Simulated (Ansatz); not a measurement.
Runs of Ansatz 0.2.0 on MgS (Niningerite). It takes space group Fm-3m (No. 225, cubic). Conventional cell: a = 5.203 Å, b = 5.203 Å, c = 5.203 Å, α = 90.00°, β = 90.00°, γ = 90.00°. S (site symmetry m-3m) is surrounded by 6 Mg at 2.60 Å. Around Mg (site symmetry m-3m) lie 6 S at 2.60 Å. 

```csv
task,level,cell,cutoff (eV),points for each segment of the path,gap on the mesh (eV),pressure (GPa),relaxed volume (Å³/atom)
band structure,HSEsol,as given,420,4,-,-1.7,-
band structure,HSE03,as given,420,4,-,-0.2,-
band structure,PBEsol0,as given,420,4,-,-1.8,-
band structure,HSE06,as given,420,4,-,-0.3,-
band structure,r2SCAN50,as given,500,4,-,-1.6,-
relaxation of cell and atoms,HF,relaxed,420,-,10.66,0.0,(a)
relaxation of cell and atoms,HSE06,relaxed,420,-,(d),0.0,17.54
band structure,HF,as given,420,4,-,(b),-
relaxation of cell and atoms,HSEsol,relaxed,420,-,4.23,0.0,17.24
band structure,B3LYP,as given,420,4,-,1.9,-
relaxation of cell and atoms,PBEsol0,relaxed,420,-,(c),0.0,17.22
band structure,r2SCANh,as given,500,4,-,-0.3,-
```

Alike in all rows: potentials or basis Ansatz PAW; no spin polarisation; k mesh 5 × 5 × 5; smearing fermi-dirac 0.05 eV.

**Question.** Fill in the values left out.

**Answer.** (a) 18.46; (b) 4.0; (c) 4.95; (d) 4.25.

Caveats: the PAW data sets come from PBE, with cores solved anew for the run's functional, which leaves a small shift of forces and pressure; the thresholds are loose for stress (some runs); odd divisions of the mesh miss points on the zone boundary, where band edges often lie, so the gap on the mesh can be too wide (some runs); the plane-wave basis is chosen anew once the cell has moved, so the energies of steps on either side of that aren't comparable (some runs).

A k mesh can miss the band edges.
